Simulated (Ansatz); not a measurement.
Runs of Ansatz 0.2.0 on BeS. It takes space group F-43m (No. 216, cubic). Conventional cell: a = 4.850 Å, b = 4.850 Å, c = 4.850 Å, α = 90.00°, β = 90.00°, γ = 90.00°. S (site symmetry -43m) has 4 Be at 2.10 Å as nearest neighbours. Be (site symmetry -43m) is surrounded by 4 S at 2.10 Å. 

| level | gap on the mesh (eV) | pressure (GPa) | relaxed volume (Å³/atom) |
| --- | --- | --- | --- |
| PBEsol | 3.01 | 0.0 | 14.15 |
| RPBE | 3.41 | 0.0 | 14.86 |
| LDA | 2.92 | 0.0 | 13.79 |
| revPBE+D4 | 3.21 | 0.0 | (b) |
| revPBE | (a) | 0.0 | 14.78 |

Alike in all rows: task relaxation of cell and atoms; potentials or basis Ansatz PAW; no spin polarisation; cell relaxed; k mesh 9 × 9 × 9; cutoff (eV) 420; smearing fermi-dirac 0.05 eV.

Q: Fill in the values left out.

A: (a) 3.36; (b) 13.80.

Caveats: odd divisions of the mesh miss points on the zone boundary, where band edges often lie, so the gap on the mesh can be too wide; the plane-wave basis is chosen anew once the cell has moved, so the energies of steps on either side of that aren't comparable; the PAW data sets come from PBE, with cores solved anew for the run's functional, which leaves a small shift of forces and pressure.

A k mesh can miss the band edges.

Runs at the PBE level aren't shown here.
